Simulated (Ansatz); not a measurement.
**BaTiO3: strain energy, fitted**

BaTiO3, Pm-3m, a = 3.970 Å. The structure is a Materials Project entry; whether it is the stable form wasn't checked. Ansatz: PBEsol, PAW, 420 eV, Γ-centred 8×8×8 mesh on 5 atoms, Gaussian smearing 0.02 eV; no spin polarisation. Series: biaxial strain in the a-b plane, c and atoms relaxed; x is the strain in per cent. y is the free energy over the unstrained cell, V0 = 12.513 Å³/atom.

| x (%) | y (meV/atom) |
| --- | --- |
| -3.0 | 27.53 |
| -2.0 | ? |
| -1.0 | 2.80 |
| 0.0 | 0.00 |
| 1.0 | 2.62 |
| 2.0 | 10.28 |
| 3.0 | 22.45 |

Fit y = c2 x² + c3 x³ to the other rows, turn c2 into a modulus, and predict the missing energy.

Least squares on the rows shown. y = 2.7743 x² − 0.094409 x³. In eV per unit strain² c2 is 27.74; M is the biaxial modulus (E = M V0 ε²): 27.74 × 160.2 / (12.513) = 355 GPa. At x = -2.0 the fit asked for gives 11.85 meV/atom. The run gave 11.77 meV/atom, so the fit is 0.08 meV/atom too high, within twice the rms miss on the fitted rows (0.05 meV/atom).

Symmetry holds off the tilts and polar distortions that many cubic perovskites undergo.